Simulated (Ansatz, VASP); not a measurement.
## Ge in VASP and in Ansatz

```
CELL_PARAMETERS angstrom
0.03007 2.83687 2.83687
2.83687 0.03007 2.83687
2.86694 2.86694 0.00000
ATOMIC_POSITIONS crystal
Ge 0.00127 0.00127 0.99873
Ge 0.24873 0.24873 0.25127
```

Change from the starting cell: shear_xy strain +2.1%.

Alike in both runs: task single point; functional PBE; k mesh 8 × 8 × 8; occupations fermi-dirac, width 0.02 eV; no spin polarisation.

```csv
,VASP,Ansatz
version,VASP 6.6.1,Ansatz 0.2.0
potentials or method,"VASP PAW PBE potentials, release 64 (Ge_d)","plane waves, PAW"
plane-wave cutoff (eV),520,420
valence electrons in the cell,28,28
```

```tsv
	VASP	Ansatz	Ansatz less VASP
pressure (GPa)	3.0	3.1	+0.04
largest component of the traceless stress (GPa)	1.31	1.30	-0.004
rms of the force components (eV/Å)	0.022	0.022	+0.0005
```

Atom by atom the forces differ by 0.001 eV/Å (rms over components).
